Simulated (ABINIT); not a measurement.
Wanted: the native input for an ABINIT 10.8.3 (patched build) run.

| Property | Result |
| --- | --- |
| Task | single point |
| Functional | PBE |
| Potentials or basis | JTH PAW PBE v2.0 |
| Cutoff | 626 eV |
| k mesh | 8 × 8 × 8 |
| Occupations | fermi-dirac, width 0.05 eV |
| Spin | no spin polarisation |
| Fine-grid cutoff | 1224.51 eV |
| Exchange and correlation inside the PAW spheres | full angular mesh (pawxcdev 0, this build's default; the released program takes 1) |

KF:

```xyz
2
Lattice="3.2590 0.0000 0.0000 0.0000 3.2590 0.0000 0.0000 0.0000 3.2590" Properties=species:S:1:pos:R:3 pbc="T T T"
K    -0.0037    0.0297   -0.0339
F     1.6465    1.6031    1.5880
```

The cell comes from a database or a generator and needn't be the stable form of this composition.

The cell isn't the ideal one: atoms moved at random, drawn with an rms of 0.05 Å.

The input as run:

run.abi

```
# Pseudopotentials
pp_dirpath "./"
pseudos "K.GGA_PBE-JTH.xml, F.GGA_PBE-JTH.xml"

# Structure
acell 3.258955 3.258955 3.258955 Angstrom
rprim
     1.0000000000     0.0000000000     0.0000000000
     0.0000000000     1.0000000000     0.0000000000
     0.0000000000     0.0000000000     1.0000000000
ntypat 2
znucl 19 9
natom 2
typat 1 2
xred
    -0.0011440000     0.0091140000    -0.0103870000
     0.5052220000     0.4918970000     0.4872750000
chkprim 0
chksymtnons 0
tolsym 1.0e-6

# Plane-wave basis
ecut 23.0
pawecutdg 45.0

# k points
kptopt 1
ngkpt 8 8 8
nshiftk 1
shiftk 0.0 0.0 0.0

# Exchange and correlation
ixc 11

# Bands and occupations
nband 12
occopt 3
tsmear 0.00183747

# SCF cycle
nstep 100
tolvrs 1.0e-9

# Output
iomode 3
prtwf 0
prtden 0
prteig 0
prtebands 0
```

Potentials or basis: JTH PAW PBE v2.0.

The run is started by

```bash
$ abinit run.abi > log 2>&1
```

Results of the run:

```json
{
 "Pressure": "0.1 GPa",
 "Largest force": "0.044 eV/Å",
 "Band gap on the k mesh": "6.26 eV, indirect (least direct gap 6.31 eV)",
 "Valence electrons inside the program's atomic spheres": "K 7.17; F 5.65"
}
```

It took 91 s on 1 thread of Intel(R) Xeon(R) Platinum 8488C (Sapphire Rapids), on a shared host, peak memory 0.24 GiB.
